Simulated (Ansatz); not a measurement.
Set up this calculation in Ansatz 0.2.0, as the native input.

```yaml
Task: single point
Functional: BPBE
Dispersion: D4
Potentials_or_basis: Ansatz PAW
Cutoff: "420 eV (not typed: the program's choice for these potentials)"
k_mesh: 10 × 10 × 10
Occupations: fermi-dirac, width 0.05 eV
Spin: spin-orbit coupling, no magnetisation
```

Crystal: HfC.

```xyz
2
Lattice="3.2880 0.0000 0.0000 1.6440 2.8475 0.0000 1.6440 0.9492 2.6847" Properties=species:S:1:pos:R:3 pbc="T T T"
Hf    3.2880    1.8984    1.3423
C     0.0000    0.0000    0.0000
```

These files were run (other wordings do the same):

input.yaml

```yaml
crystal:
  lattice:
    - [3.28804653, 0.0, 0.0]
    - [1.644023265, 2.8475318238, 0.0]
    - [1.644023265, 0.9491772746, 2.6846787497]
  atoms:
    - { symbol: Hf, position: [0.5, 0.5, 0.5] }
    - { symbol: C, position: [0.0, 0.0, 0.0] }
hamiltonian:
  xc: { exchange: b88, correlation: pbe }
  pseudopotentials: { kind: paw_fr }
  dispersion: d4
magnetization:
  noncollinear: true
  spin_orbit: true
kpoints:
  mp_grid: { grid: [10, 10, 10] }
scf:
  occupations: { method: fermi_dirac, width: 0.05 }
output:
  forces: true
  stress: true
  eigenvalues: true
```

Potentials or basis: Ansatz PAW.

Run with:

```console
$ ansatz run input.yaml --threads 2 --pin off --max-ram 5120MiB --backend cpu --events-out ev --progress --plain --runs-dir out
```

It gave:

```json
{"Pressure": "-7.5 GPa", "Band gap on the k mesh": "none (metal or under the smearing width)"}
```

Caveat: pairwise dispersion overbinds metals, which lowers pressure and volume; the PAW data sets come from PBE, with cores solved anew for the run's functional, which leaves a small shift of forces and pressure; the dispersion damping was fitted for another functional or another form of the correction.

Wall time 4.2 s on 2 threads of Arm Neoverse V2, with other jobs on the host, peak memory 0.46 GiB.
